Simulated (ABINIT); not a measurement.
# KCl (Sylvite): G0W0 with ABINIT, start to end, part 2 of 3

Aim: the G0W0 gap of KCl (Sylvite) on PBE, step by step.

ABINIT 10.8.3; PBE and many-body steps on it, plane waves. Known limits of the many-body steps: not at the basis limit.

So far. Step 2 (Ground state): The gap is direct, at Γ.

**3. Bands along the symmetry lines**

Level of this step: DFT, PBE, plane waves, norm-conserving pseudopotentials (ABINIT).

Levels along a band path, at the cheap level, show where the edges lie and whether the meshes to come will hold them.

Contents of run.abi:

```
acell 3*1.0 Angstrom
rprim 
  -0.000000000000 3.146470000000 3.146470000000
  3.146470000000 0.000000000000 3.146470000000
  3.146470000000 3.146470000000 -0.000000000000
ntypat 2
znucl 19 17
natom 2
typat 1 2
xred 
  0.000000000000 0.000000000000 0.000000000000
  0.500000000000 0.500000000000 0.500000000000
pp_dirpath "pseudos"
pseudos "K.upf, Cl.upf"
ecut 33
iscf -2
irdden 1
kptopt 0
nkpt 50
kpt 
  0.00000000 0.00000000 0.00000000
  0.06250000 0.00000000 0.06250000
  0.12500000 0.00000000 0.12500000
  0.18750000 0.00000000 0.18750000
  0.25000000 0.00000000 0.25000000
  0.31250000 0.00000000 0.31250000
  0.37500000 0.00000000 0.37500000
  0.43750000 0.00000000 0.43750000
  0.50000000 0.00000000 0.50000000
  0.51562500 0.03125000 0.51562500
  0.53125000 0.06250000 0.53125000
  0.54687500 0.09375000 0.54687500
  0.56250000 0.12500000 0.56250000
  0.57812500 0.15625000 0.57812500
  0.59375000 0.18750000 0.59375000
  0.60937500 0.21875000 0.60937500
  0.62500000 0.25000000 0.62500000
  0.37500000 0.37500000 0.75000000
  0.32812500 0.32812500 0.65625000
  0.28125000 0.28125000 0.56250000
  0.23437500 0.23437500 0.46875000
  0.18750000 0.18750000 0.37500000
  0.14062500 0.14062500 0.28125000
  0.09375000 0.09375000 0.18750000
  0.04687500 0.04687500 0.09375000
  0.00000000 0.00000000 0.00000000
  0.06250000 0.06250000 0.06250000
  0.12500000 0.12500000 0.12500000
  0.18750000 0.18750000 0.18750000
  0.25000000 0.25000000 0.25000000
  0.31250000 0.31250000 0.31250000
  0.37500000 0.37500000 0.37500000
  0.43750000 0.43750000 0.43750000
  0.50000000 0.50000000 0.50000000
  0.50000000 0.46875000 0.53125000
  0.50000000 0.43750000 0.56250000
  0.50000000 0.40625000 0.59375000
  0.50000000 0.37500000 0.62500000
  0.50000000 0.34375000 0.65625000
  0.50000000 0.31250000 0.68750000
  0.50000000 0.28125000 0.71875000
  0.50000000 0.25000000 0.75000000
  0.50000000 0.21875000 0.71875000
  0.50000000 0.18750000 0.68750000
  0.50000000 0.15625000 0.65625000
  0.50000000 0.12500000 0.62500000
  0.50000000 0.09375000 0.59375000
  0.50000000 0.06250000 0.56250000
  0.50000000 0.03125000 0.53125000
  0.50000000 0.00000000 0.50000000
istwfk *1
nband 15
nbdbuf 2
tolwfr 1e-08
nstep 40
prtwf 0
prtvol 0
indata_prefix "in"
outdata_prefix "out"
tmpdata_prefix "tmp"
```

Command:

```console
OMP_NUM_THREADS=1 mpirun -n 8 abinit run.abi > log
```

Numbers of over 12 decimals in the logs are rounded to 6 here.

What it wrote:

```text
.Version 10.8.3 of ABINIT. v10.8.2 released Aug 2026.

 Symmetries : space group Fm -3 m (#225); Bravais cF (face-center cubic)
[... echo of the input left out ...]
== DATASET  1 ==================================================================
-   mpi_nproc: 8, omp_nthreads: 1 (-1 if OMP is not activated)

--- !DatasetInfo
iteration_state: {dtset: 1, }
dimensions: {natom: 2, nkpt: 50, mband: 15, nsppol: 1, nspinor: 1, nspden: 1, mpw: 3840, }
cutoff_energies: {ecut:  33.0, pawecutdg:  -1.0, }
electrons: {nelect:   1.60000000E+01, charge:   0.00000000E+00, occopt:   1.00000000E+00, tsmear:   1.00000000E-02, }

 Real(R)+Recip(G) space primitive vectors, cartesian coordinates (Bohr,Bohr^-1):
 R(1)=  0.0000000  5.9459666  5.9459666  G(1)= -0.0840906  0.0840906  0.0840906
 R(2)=  5.9459666  0.0000000  5.9459666  G(2)=  0.0840906 -0.0840906  0.0840906
 R(3)=  5.9459666  5.9459666  0.0000000  G(3)=  0.0840906  0.0840906 -0.0840906
 Unit cell volume ucvol=  4.2043357E+02 bohr^3
 Angles (23,13,12)=  6.00000000E+01  6.00000000E+01  6.00000000E+01 degrees

 getcut: wavevector=  0.0000  0.0000  0.0000  ngfft=  45  45  45
         ecut(hartree)=     33.000   => boxcut(ratio)=   2.02345

--- Pseudopotential description ------------------------------------------------
- K Generated using ONCVPSP code by D. R. Hamann
- 19.00000   9.00000  171031                  znucl, zion, pspdat
12 -101130 2 -1 2222                          pspcod,pspxc,lmax,lloc,mmax
     nproj     2     2     2
  pspatm : epsatm=    8.42413758
         --- l  ekb(1:nproj) -->
             0   10.871123    0.806704
             1    4.379001    0.553647
             2   -3.405842   -1.029115
 pspatm: atomic psp has been read  and splines computed

- Cl Generated using ONCVPSP code by D. R. Hamann
- 17.00000   7.00000  171031                  znucl, zion, pspdat
12 -101130 2 -1 1028                          pspcod,pspxc,lmax,lloc,mmax
     nproj     2     2     2
  pspatm : epsatm=    9.12776517
         --- l  ekb(1:nproj) -->
[...]
pspatm: atomic psp has been read  and splines computed

--------------------------------------------------------------------------------

================================================================================
 prteigrs : about to open file out_EIG
 Non-SCF case, kpt    1 (  0.00000  0.00000  0.00000), residuals and eigenvalues=
  2.09E-09  4.81E-09  2.24E-09  3.41E-09  5.60E-09  2.96E-09  2.53E-09  6.06E-09
  8.74E-09  4.40E-09  6.33E-09  6.17E-09  4.18E-09  5.06E-09  2.12E-08
 -1.0079E+00 -4.5382E-01 -4.0010E-01 -4.0010E-01 -4.0010E-01 -8.5044E-03
 -8.5044E-03 -8.5044E-03  1.8221E-01  2.9896E-01  2.9896E-01  2.9896E-01
[...]
Non-SCF case, kpt    2 (  0.06250  0.00000  0.06250), residuals and eigenvalues=
  9.47E-09  3.07E-09  2.00E-09  7.17E-09  8.18E-09  3.97E-09  3.18E-09  9.72E-09
[...]
4.28E-09  5.02E-09  4.74E-09  9.96E-09  6.18E-09  4.12E-09  2.61E-09  9.52E-09
  8.70E-09  6.07E-09  5.35E-09  6.95E-09  8.24E-09  6.21E-09  2.42E-06
[...]
Non-SCF case, kpt   49 (  0.50000  0.03125  0.53125), residuals and eigenvalues=
[...]
Non-SCF case, kpt   50 (  0.50000  0.00000  0.50000), residuals and eigenvalues=
[...]
-1.0074E+00 -4.5018E-01 -4.0531E-01 -4.0214E-01 -4.0214E-01 -3.2597E-02
 -1.6693E-02 -1.6693E-02  2.3146E-01  2.9798E-01  3.6150E-01  3.6578E-01
[...]
--- !ResultsGS
iteration_state: {dtset: 1, }
comment   : Summary of ground state results
lattice_vectors:
- [ -0.0000000,   5.9459666,   5.9459666, ]
- [  5.9459666,   0.0000000,   5.9459666, ]
- [  5.9459666,   5.9459666,  -0.0000000, ]
lattice_lengths: [   8.40887,    8.40887,    8.40887, ]
lattice_angles: [ 60.000,  60.000,  60.000, ] # degrees, (23, 13, 12)
lattice_volume:   4.2043357E+02
convergence: {deltae:  0.000E+00, res2:  0.000E+00, residm:  9.991E-09, diffor:  0.000E+00, }
etotal    :  -4.65983682E+01
entropy   :   0.00000000E+00
fermie    :  -8.50435789E-03
cartesian_stress_tensor: null
pressure_GPa: null
xred      :
- [  0.0000E+00,   0.0000E+00,   0.0000E+00,  K]
- [  5.0000E-01,   5.0000E-01,   5.0000E-01, Cl]
cartesian_forces: null
force_length_stats: {min: null, max: null, mean: null, }

 Integrated electronic density in atomic spheres:
 ------------------------------------------------
 Atom  Sphere_radius  Integrated_density
[...]
================================================================================

 ----iterations are completed or convergence reached----

 Mean square residual over all n,k,spin=   59.207E-10; max=  99.909E-10
 reduced coordinates (array xred) for    2 atoms
       0.000000000000      0.000000000000      0.000000000000
       0.500000000000      0.500000000000      0.500000000000

 cartesian coordinates (angstrom) at end:
    1      0.000000     0.000000     0.000000
    2      3.146470     3.146470     3.146470
 length scales=  1.889726125908  1.889726125908  1.889726125908 bohr
              =  1.000000000000  1.000000000000  1.000000000000 angstroms
 prteigrs : about to open file out_EIG
 Eigenvalues (hartree) for nkpt=  50  k points:
 kpt#   1, nband= 15, wtk=  1.00000, kpt=  0.0000  0.0000  0.0000 (reduced coord)
[...]
kpt#   2, nband= 15, wtk=  1.00000, kpt=  0.0625  0.0000  0.0625 (reduced coord)
[...]
kpt#   3, nband= 15, wtk=  1.00000, kpt=  0.1250  0.0000  0.1250 (reduced coord)
[...]
kpt#  49, nband= 15, wtk=  1.00000, kpt=  0.5000  0.0313  0.5313 (reduced coord)
  -1.00742   -0.45033   -0.40528   -0.40217   -0.40193   -0.03248   -0.01708   -0.01690
   0.23245    0.29919    0.35943    0.36660    0.37969    0.41827    0.41945
 kpt#  50, nband= 15, wtk=  1.00000, kpt=  0.5000  0.0000  0.5000 (reduced coord)
  -1.00742   -0.45018   -0.40531   -0.40214   -0.40214   -0.03260   -0.01669   -0.01669
   0.23146    0.29798    0.36150    0.36578    0.38035    0.41824    0.41824

== END DATASET(S) ==============================================================
================================================================================

 -outvars: echo values of variables after computation  --------
            nband          15
             nkpt          50
          spgroup         225
 [... the other variables as echoed above ...]

 Calculation completed.
```

The job ended after 21 s (8 MPI ranks of Intel Xeon Platinum 8375C at 2.90GHz (Ice Lake), shared host; peak memory 0.6 GiB; 2.7 min of CPU time).

Numbers from this step:

```yaml
gap: 5.189 eV
k_of_the_valence_top: 0, 0, 0
k_of_the_conduction_bottom: 0, 0, 0
least_direct_gap: 5.189 eV
```

The gap is 5.189 eV, as in the run before at this level.

The electronic bands at the labelled points (eV, zero at the top of the highest filled band; v1 is the highest filled band, c1 the lowest empty one):

```csv
point,v4,v3,v2,v1,c1,c2,c3,c4
Γ,-10.66,0.00,0.00,0.00,5.19,8.37,8.37,8.37
halfway,-10.58,-0.63,-0.13,-0.13,6.64,7.24,9.66,9.84
X,-10.71,-0.66,-0.22,-0.22,6.53,8.34,10.07,10.18
halfway,-10.68,-0.63,-0.32,-0.24,6.74,8.60,9.70,10.36
U,-10.60,-0.56,-0.55,-0.29,7.27,9.07,9.30,10.07
jump to K,-10.60,-0.56,-0.55,-0.29,7.27,9.07,9.30,10.07
halfway,-10.51,-0.69,-0.24,-0.20,6.89,7.97,9.19,9.85
Γ,-10.66,0.00,0.00,0.00,5.19,8.37,8.37,8.37
halfway,-10.53,-0.59,-0.17,-0.17,6.45,8.16,9.11,9.11
L,-10.42,-1.05,-0.32,-0.32,7.58,8.60,10.50,10.50
halfway,-10.51,-0.84,-0.40,-0.33,7.84,8.34,10.04,10.14
W,-10.57,-0.49,-0.47,-0.47,8.03,8.03,9.44,9.85
halfway,-10.64,-0.61,-0.36,-0.30,6.95,8.80,9.34,10.32
X,-10.71,-0.66,-0.22,-0.22,6.53,8.34,10.07,10.18
```

The electronic bands as a text plot (rows in eV, shown from -8.0 to 9.2 only):

```
    8.9 |+ ++          +++++    +++++ ++ ++++   +++++       +++
    8.1 |++++      ++++     ++++++++++++++++++++     +++++++   ++
    7.4 |    ++++++      +++  ++               +++++++     ++
    6.7 |     +++++++++++       +           +++              ++++
    6.0 |  +++                   ++++      +
    5.3 |++                          ++++++
    4.6 |
    3.8 |
    3.1 |
    2.4 |
    1.7 |
    1.0 |
    0.3 |*****                     ********
   -0.5 |  **************************    ************************
   -1.2 |                                      ********
   -1.9 |
   -2.6 |
   -3.3 |
   -4.1 |
   -4.8 |
   -5.5 |
   -6.2 |
   -6.9 |
   -7.6 |
         Γ           X  U|K            Γ         L        W     X
```

**4. Empty states on the mesh, 4×4×4 mesh, 346 bands**

The sums over transitions need many empty states on a uniform mesh; this step solves for them.

Contents of run.abi:

```
acell 3*1.0 Angstrom
rprim 
  -0.000000000000 3.146470000000 3.146470000000
  3.146470000000 0.000000000000 3.146470000000
  3.146470000000 3.146470000000 -0.000000000000
ntypat 2
znucl 19 17
natom 2
typat 1 2
xred 
  0.000000000000 0.000000000000 0.000000000000
  0.500000000000 0.500000000000 0.500000000000
pp_dirpath "pseudos"
pseudos "K.upf, Cl.upf"
ecut 33
ngkpt 4 4 4
nshiftk 1
shiftk 0 0 0
kptopt 1
chksymbreak 0
irdden 1
istwfk *1
nband 346
prtvol 0
optdriver 6
gwr_task "HDIAGO"
paral_kgb 0
occopt 1
indata_prefix "in"
outdata_prefix "out"
tmpdata_prefix "tmp"
```

What it wrote:

```text
[banner, memory and clock lines left out]
.Version 10.8.3 of ABINIT. v10.8.2 released Aug 2026.

 Symmetries : space group Fm -3 m (#225); Bravais cF (face-center cubic)
[... echo of the input left out ...]
== DATASET  1 ==================================================================
-   mpi_nproc: 8, omp_nthreads: 1 (-1 if OMP is not activated)

--- !DatasetInfo
iteration_state: {dtset: 1, }
dimensions: {natom: 2, nkpt: 8, mband: 346, nsppol: 1, nspinor: 1, nspden: 1, mpw: 3839, }
cutoff_energies: {ecut:  33.0, pawecutdg:  -1.0, }
electrons: {nelect:   1.60000000E+01, charge:   0.00000000E+00, occopt:   1.00000000E+00, tsmear:   1.00000000E-02, }

.Using double precision arithmetic; gwpc =  8

- Reading GS density from: in_DEN

--- Pseudopotential description ------------------------------------------------
- K Generated using ONCVPSP code by D. R. Hamann
- 19.00000   9.00000  171031                  znucl, zion, pspdat
12 -101130 2 -1 2222                          pspcod,pspxc,lmax,lloc,mmax
     nproj     2     2     2
  pspatm : epsatm=    8.42413758
         --- l  ekb(1:nproj) -->
             0   10.871123    0.806704
             1    4.379001    0.553647
             2   -3.405842   -1.029115
 pspatm: atomic psp has been read  and splines computed

- Cl Generated using ONCVPSP code by D. R. Hamann
- 17.00000   7.00000  171031                  znucl, zion, pspdat
12 -101130 2 -1 1028                          pspcod,pspxc,lmax,lloc,mmax
     nproj     2     2     2
  pspatm : epsatm=    9.12776517
         --- l  ekb(1:nproj) -->
             0    8.139296    0.698720
             1    3.821713    1.107519
             2   -2.938609   -0.805455
 pspatm: atomic psp has been read  and splines computed

   2.80830444E+02                                ecore*ucvol(ha*bohr**3)

 Total charge density [el/Bohr^3]
)     Maximum=    5.5720E-01  at reduced coord.    0.0667    0.9111    0.9556
)     Minimum=    8.3501E-04  at reduced coord.    0.2444    0.2444    0.2444
   Integrated=    1.6000E+01

 === KS gaps after direct diagonalization ===
 Direct band gap semiconductor
 Fundamental gap:     5.190 (eV)
   VBM:    -0.231 (eV) at k: [ 0.0000E+00,  0.0000E+00,  0.0000E+00]
   CBM:     4.958 (eV) at k: [ 0.0000E+00,  0.0000E+00,  0.0000E+00]
 Direct gap:         5.190 (eV) at k: [ 0.0000E+00,  0.0000E+00,  0.0000E+00]

== END DATASET(S) ==============================================================

 -outvars: echo values of variables after computation  --------
           etotal      0.0000000000E+00
            nband         346
             nkpt           8
          spgroup         225
 [... the other variables as echoed above ...]

 Calculation completed.
```

The job ended after 64 s (8 MPI ranks; peak memory 6.8 GiB; 8.5 min of CPU time).

Numbers from this step:

* gap: 5.190 eV
* k of the valence top: 0, 0, 0
* k of the conduction bottom: 0, 0, 0
* least direct gap: 5.190 eV
* k points computed: 8
* lowest point of the top converged band, above the valence top: 169.2113 eV

On this mesh the gap is 5.190 eV.

**5. Screening, 4×4×4 mesh, 338 bands, screening to 228.6 eV**

The RPA dielectric matrix is built and inverted for each q.

This step: RPA screening on PBE, plane waves, norm-conserving pseudopotentials.

Changes to run.abi since step 4:

```diff
@@ -20,10 +20,11 @@
 chksymbreak 0
-irdden 1
 istwfk *1
-nband 346
-prtvol 0
-optdriver 6
-gwr_task "HDIAGO"
-paral_kgb 0
 occopt 1
+irdwfk 1
+optdriver 3
+nband 338
+ecuteps 8.4
+inclvkb 2
+awtr 1
+symchi 1
 indata_prefix "in"
```

What it wrote:

```text
.Version 10.8.3 of ABINIT. v10.8.2 released Aug 2026.

 Symmetries : space group Fm -3 m (#225); Bravais cF (face-center cubic)
[... echo of the input left out ...]
== DATASET  1 ==================================================================
-   mpi_nproc: 8, omp_nthreads: 1 (-1 if OMP is not activated)

--- !DatasetInfo
iteration_state: {dtset: 1, }
dimensions: {natom: 2, nkpt: 8, mband: 338, nsppol: 1, nspinor: 1, nspden: 1, mpw: 3839, }
cutoff_energies: {ecut:  33.0, pawecutdg:  -1.0, }
electrons: {nelect:   1.60000000E+01, charge:   0.00000000E+00, occopt:   1.00000000E+00, tsmear:   1.00000000E-02, }

 SCREENING: Calculation of the susceptibility and dielectric matrices

 Based on a program developped by R.W. Godby, V. Olevano, G. Onida, and L. Reining.
 Incorporated in ABINIT by V. Olevano, G.-M. Rignanese, and M. Torrent.
.Using double precision arithmetic ; gwpc =  8

[... cell and pseudopotentials left out ...]
--------------------------------------------------------------------------------

 ==== K-mesh for the wavefunctions ====
 Number of points in the irreducible wedge :     8
[... list of points left out ...]
 Together with 48 symmetry operations and time-reversal symmetry
 yields    64 points in the full Brillouin Zone.

 ==== Q-mesh for the screening function ====
 Number of points in the irreducible wedge :     8
[... list of points left out ...]
 Together with 48 symmetry operations and time-reversal symmetry
 yields    64 points in the full Brillouin Zone.

 setmesh: FFT mesh size selected  =    36x   36x   36
          total number of points  =        46656

 vcoul_init : cutoff-mode = AUXILIARY_FUNCTION
 q-points for optical limit:   1
     1)      0.000010    0.000020    0.000030

- screening: taking advantage of time-reversal symmetry
- Maximum band index for partially occupied states nbvw = 8
- Remaining bands to be divided among processors   nbcw = 330
- Number of bands treated by each node ~41

 Number of electrons calculated from density =   16.0000; Expected =   16.0000
 average of density, n =  0.038056
 r_s =    1.8443
 omega_plasma =   18.8177 [eV]

 calculating chi0 at frequencies [eV] :
  1    0.000000E+00    0.000000E+00
  2    0.000000E+00    1.881772E+01

--------------------------------------------------------------------------------
  q-point number  1        q = ( 0.000000, 0.000000, 0.000000) [r.l.u.]
--------------------------------------------------------------------------------
[... chi0 elements left out ...]
 For q-point:  0.000010 0.000020 0.000030
  dielectric constant =   2.1775
  dielectric constant without local fields =   2.5858

  Average fulfillment of the sum rule on Im[epsilon] for q-point    1 :     85.83  [%]
[... wings left out ...]
  q-point number  2        q = ( 0.250000, 0.000000, 0.000000) [r.l.u.]
--------------------------------------------------------------------------------
[... chi0 elements left out ...]
  Average fulfillment of the sum rule on Im[epsilon] for q-point    2 :     87.33  [%]

 [... 6 further q-points ...]
```

Run time: 2.9 min. Hardware: 8 MPI ranks; peak memory 3.5 GiB.

This step gave:

* ε∞ with local fields, on this mesh, along the program's q direction: 2.178
* the same without local fields: 2.586
* plasma frequency: 18.82 eV
* plane waves in the screening matrix: 531

Local fields lower ε∞ by 16 %.

(Part 2 of 3 ends here.)

[Paths, hosts, dates, memory and timing lines, banners, echoed tables and standing remarks are left out of the program output.]

[Logs are printed without paths, hosts, clocks, repeated set-up lines and the standing remarks that a program may print on its own settings, such as how far it seeks lower states.]

[Runs of the session that timed out or met a known fault of the program may be left out.]

[Hosts, paths, dates, database ids (printed as entryN), source tags and the programs' standing remarks are cut or masked in the printed files.]

[G0W0 gaps are taken among the corrected bands and points alone; a level outside them can change the order at an edge.]

[Where Ansatz stands beside ABINIT at settings called matched, ABINIT's density can come from a denser mesh and the files from another edition; pairs whose starting gaps differed by over 0.03 eV were left out, so agreement reads better than it is.]
